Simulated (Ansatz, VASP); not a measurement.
Two plane-wave programs on MgO

```
Mg O
1.0
     0.00000    2.13515    2.13515
     2.13515    0.00000    2.13515
     2.13515    2.13515    0.00000
Mg O
1 1
Direct
  0.00000 0.00000 0.00000
  0.50000 0.50000 0.50000
```

Alike in both runs: task relaxation of cell and atoms; functional LDA; k mesh 8 × 8 × 8; occupations gaussian, width 0.1 eV; no spin polarisation.

|  | VASP | Ansatz |
| --- | --- | --- |
| version | VASP 6.6.1 | Ansatz 0.2.0 |
| potentials or method | VASP PAW LDA potentials, release 64 (Mg, O) | scalar-relativistic, plane waves, PAW |
| plane-wave cutoff (eV) | 600 | 420 |
| valence electrons in the cell | 8 | 16 |

Ansatz gave:

```
gap on the k mesh at the Fermi level, each at its own relaxed structure (eV) : 5.03
relaxed volume (Å³/atom)                                                     : 8.99
relaxed cell length with the largest relative difference (Å)                 : 2.941
energy change over the relaxation (meV/atom)                                 : -29
```

**Question.** Estimate VASP's values.

**Answer.** gap on the k mesh at the Fermi level, each at its own relaxed structure (eV): 5.16; relaxed volume (Å³/atom): 8.89; relaxed cell length with the largest relative difference (Å): 2.930; energy change over the relaxation (meV/atom): -38.

The two sets of potentials don't hold the same shells in valence.

 LDA usually gives volumes a few per cent too small. Expect the measured gap to be larger: semilocal functionals such as LDA lack the derivative discontinuity.
